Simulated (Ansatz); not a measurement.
# C: zone-centre modes under pressure

C, R-3m, a = 2.465 Å, c = 10.048 Å. Ansatz: PBE+D3(BJ), PAW, 420 eV, Γ-centred 12×12×12 mesh on 2 atoms, fixed occupations; no spin polarisation. Cell and atoms are relaxed at each pressure with the symmetry kept; optical modes at Γ by linear response, in cm⁻¹, matched by rank (the highest 2 distinct ones).

| P (GPa) | V (Å³/atom) | ω1 | ω2 |
| --- | --- | --- | --- |
| 0 | 8.813 | 866.0 | 1560.5 |
| 7 | 7.877 | 857.2 | 1597.8 |
| 18 | 7.241 | 841.4 | 1632.3 |
| 35 | 6.666 | ? | ? |

Get each mode's Grüneisen parameter γ = −d ln ω/d ln V from the other rows and predict the missing frequencies.

ln(V/V0) = 0.0000, -0.1123, -0.1965, -0.2792; a line through ln(ω/ω0) of the 3 known rows gives ω1: γ = -0.144 (intercept 0.0018), predicted 833.4, computed 808.2; ω2: γ = 0.228 (intercept -0.0006), predicted 1662.0, computed 1671.8. The worst miss is 3.1 %: γ isn't constant over this range, and modes matched by rank may have crossed.

The mesh isn't the same in all rows (12×12×12, 18×18×18).

Cost: 4 runs of about 4.8 core-minutes in all, on Intel Xeon 6975P-C (Granite Rapids) (shared hosts).